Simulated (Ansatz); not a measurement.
# Lattice vibrations of ScAl at Γ

Theory: Ansatz 0.2.0, DFT r2SCAN, scalar-relativistic, plane waves, PAW. Cutoff 500 eV, 12×12×12 k-points (Γ-centred), Fermi-Dirac smearing of 0.15 eV. No spin polarisation. Phonons by linear response, acoustic sum rule imposed.

The cell, relaxed at this level:
```
Sc Al
1.0
     3.37277    0.00000    0.00000
     0.00000    3.37277    0.00000
     0.00000    0.00000    3.37277
Sc Al
1 1
Cartesian
  1.6864 1.6864 1.6864
  0.0000 0.0000 0.0000
```

In a metal, frequencies and elastic constants depend on the k mesh and the smearing, soft modes and shear constants most.

(1) Is this structure stable against zone-centre distortions?

(2) List the optical modes at Γ (i marks imaginary ones).

Results:

(1) Yes, at Γ: no optical mode is imaginary. Strains and other wave vectors aren't tested by this run.

(2)
```json
{"frequency (cm⁻¹)": "293", "degeneracy": "3"}
```